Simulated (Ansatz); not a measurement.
AgCl: energy along a strain

AgCl, Fm-3m, a = 5.612 Å. Ansatz: PBE, PAW, 420 eV, Γ-centred 8×8×8 mesh on 2 atoms, Gaussian smearing 0.05 eV; no spin polarisation. Cell vectors (Å): 0.000 2.806 2.806; 2.806 0.000 2.806; 2.806 2.806 0.000. The cell is strained by x per cent times the pattern (0 0 0 1 0 0) in the order xx yy zz yz xz xy (engineering shears), with fractional coordinates held. y is the free energy over the start, V0 = 22.094 Å³/atom. Symmetry makes y even in x.

| x (%) | y (meV/atom) |
| --- | --- |
| -4.00 | ? |
| -2.00 | 0.18 |
| 0.00 | 0.00 |
| 0.50 | 0.01 |
| 1.00 | 0.05 |
| 1.50 | 0.10 |
| 2.50 | 0.28 |
| 3.00 | 0.39 |
| 3.50 | 0.54 |

Task: Fit y = c2 x² + c4 x⁴ to the other rows, get the stiffness along the pattern, and predict the missing energy.

Result: Least squares on the rows shown. y = 0.04488 x² − 8.459×10⁻⁵ x⁴. The clamped-ion stiffness p·C·p = 2 × 0.4488 eV × 160.2 / 22.094 Å³ = 6.5 GPa, which is C44 in these axes. With a term in x⁶ added, the coefficient of x² becomes 0.04797, 7 % more, which shows how far this figure hangs on the form. At x = -4.00 the fit asked for gives 0.70 meV/atom. The run gave 0.70 meV/atom, the same to the digits shown.